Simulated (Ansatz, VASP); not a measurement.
# SrO in VASP and in Ansatz

```
Sr O
1.0
     0.00000    2.49350    2.49350
     2.49350    0.00000    2.49350
     2.49350    2.49350    0.00000
Sr O
1 1
Cartesian
  0.0000 0.0000 0.0000
  2.4935 2.4935 2.4935
```

Change from the starting cell: strain -0.040 along x and y, -0.040 along z, atoms carried along.

Alike in both runs: task single point; functional PBE; k mesh 8 × 8 × 8; occupations gaussian, width 0.05 eV; no spin polarisation.

|  | VASP | Ansatz |
| --- | --- | --- |
| version | VASP 6.6.1 | Ansatz 0.2.0 |
| potentials or method | VASP PAW PBE potentials, release 64 (Sr_sv, O) | scalar-relativistic, plane waves, PAW |
| plane-wave cutoff (eV) | 520 | 420 |
| valence electrons in the cell | 16 | 16 |

```tsv
	VASP	Ansatz	Ansatz less VASP
gap on the k mesh at the Fermi level (eV)	3.19	3.25	+0.060
least direct gap on the mesh (eV)	3.20	3.25	+0.046
pressure (GPa)	14.5	13.7	-0.89
```

A k mesh can miss the band edges.
